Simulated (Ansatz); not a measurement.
AlRu:

```
CELL_PARAMETERS angstrom
2.99160 0.00000 0.00000
0.00000 2.99160 0.00000
0.00000 0.00000 2.99160
ATOMIC_POSITIONS crystal
Ru 0.50000 0.50000 0.50000
Al 0.00000 0.00000 0.00000
```

| Quantity | Value |
| --- | --- |
| Program | Ansatz 0.2.0 |
| Task | relaxation of cell and atoms |
| Functional | PBEsol |
| Potentials or basis | Ansatz PAW |
| Cutoff | 420 eV (not typed: the program's choice for these potentials) |
| k mesh | 9 × 9 × 9 |
| Occupations | fermi-dirac, width 0.05 eV |
| Spin | no spin polarisation |

At the start: volume 13.39 Å³/atom.

Problem. How do energy, volume and symmetry change on relaxing?

Solution. It ends after 4 steps and the volume is 13.18 Å³/atom (-1.5 %); space group Pm-3m (No. 221, to 0.05 Å).

Step by step:
```csv
step,energy change (eV),largest force (eV/Å),volume (Å³)
1,0.0000,0.0000,26.77
2,-0.0042,0.0000,26.25
3,-0.0045,0.0000,26.36
4,-0.0044,0.0000,26.36
```

Final structure:
```
Ru Al
1.0
     2.97615    0.00000    0.00000
     0.00000    2.97615    0.00000
     0.00000    0.00000    2.97615
Ru Al
1 1
Direct
  0.50000 0.50000 0.50000
  0.00000 0.00000 0.00000
```

Caveat: the plane-wave basis is chosen anew once the cell has moved, so the energies of steps on either side of that aren't comparable; the PAW data sets come from PBE, with cores solved anew for the run's functional, which leaves a small shift of forces and pressure.
